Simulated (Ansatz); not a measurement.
# MoSe2 (2H (MoS2) bulk type): optics inputs, tried as typed

Aim: run 1 optics input for MoSe2 (2H (MoS2) bulk type) as typed, and read from each log whether it ends well.

Computed with Ansatz 0.2.0 (plane waves, PAW; settings as the input shows, unless a step's input says otherwise).

### Step 1. Starting point

The structure is hexagonal, space group P6_3/mmc (No. 194). The conventional cell has a = 3.305 Å, b = 3.305 Å, c = 13.088 Å, α = 90.00°, β = 90.00°, γ = 120.00°. Mo (site symmetry -6m2) is surrounded by 6 Se at 2.53 Å. Se (site symmetry 3m) is surrounded by 3 Mo at 2.53 Å.

As a file:

```cif
data_structure
_symmetry_space_group_name_H-M 'P 1'
_symmetry_Int_Tables_number 1
_cell_length_a 3.3054
_cell_length_b 3.3054
_cell_length_c 13.0878
_cell_angle_alpha 90.000
_cell_angle_beta 90.000
_cell_angle_gamma 120.000
_cell_volume 123.84
loop_
_atom_site_label
_atom_site_type_symbol
_atom_site_fract_x
_atom_site_fract_y
_atom_site_fract_z
_atom_site_occupancy
Mo1 Mo 0.33333 0.66667 0.25000 1
Mo2 Mo 0.66667 0.33333 0.75000 1
Se1 Se 0.66667 0.33333 0.37663 1
Se2 Se 0.66667 0.33333 0.12337 1
Se3 Se 0.33333 0.66667 0.87663 1
Se4 Se 0.33333 0.66667 0.62337 1
```

Cell and atoms come from an earlier r2SCAN+rVV10 relaxation. No spin polarisation is used; should the compound be magnetic, its bands and low-energy spectrum would differ.

For scale, an earlier run with the standard settings (PBE, 6×6×2, gaussian width 0.1 eV, scissors 0 eV) gave ε∞ 17.39 (xx, yy), 10.95 (zz); tallest peak of ε₂: 21.5 at 2.75 eV.

### Step 2. Run 1

File input.yaml:

```yaml
crystal:
  lattice:
    - [3.3053967701, 0.0, 0.0]
    - [-1.652698385, 2.8625575725, 0.0]
    - [0.0, 0.0, 13.0878308593]
  atoms:
    - { symbol: Mo, position: [0.3333333333, 0.6666666667, 0.25] }
    - { symbol: Mo, position: [0.6666666667, 0.3333333333, 0.75] }
    - { symbol: Se, position: [0.6666666667, 0.3333333333, 0.3766314226] }
    - { symbol: Se, position: [0.6666666667, 0.3333333333, 0.1233685774] }
    - { symbol: Se, position: [0.3333333333, 0.6666666667, 0.8766314226] }
    - { symbol: Se, position: [0.3333333333, 0.6666666667, 0.6233685774] }
kpoints:
  mp_grid: { grid: [6, 6, 2] }
hamiltonian:
  xc: lda
scf:
  occupations: { method: fixed }
output:
  optics:
    e_range: [0.5, 20]
    de: 0.1
    sigma: -0.1
    scissors: 0
    scheme: fermi_dirac
    bands: { spectra_wanted_up_to: 20 }
```

Command:

```
$ ansatz run input.yaml --threads 4 --pin off --max-ram 5529MiB --backend cpu --events-out ev --progress --plain --runs-dir out
```

The log of the run:

```text
Error: invalid value for `output.optics.sigma`: must be finite and > 0; got -0.1 eV
```

Wall time 0.11 s (4 threads of Arm Neoverse V1, shared host); peak memory 0.087 GiB.

What is wrong: Refused before any calculation. The broadening is negative. To mend it, type a small positive width, such as 0.1 eV.

### Step 3. How the runs ended

```tsv
run	settings	ended	fault	time
1	LDA, 6×6×2, fermi-dirac width -0.1 eV, scissors 0 eV	refused	the broadening is negative	0.11 s
```

**Reading.** 1 refused. No run passed without a fault or warning, so no result is quoted.
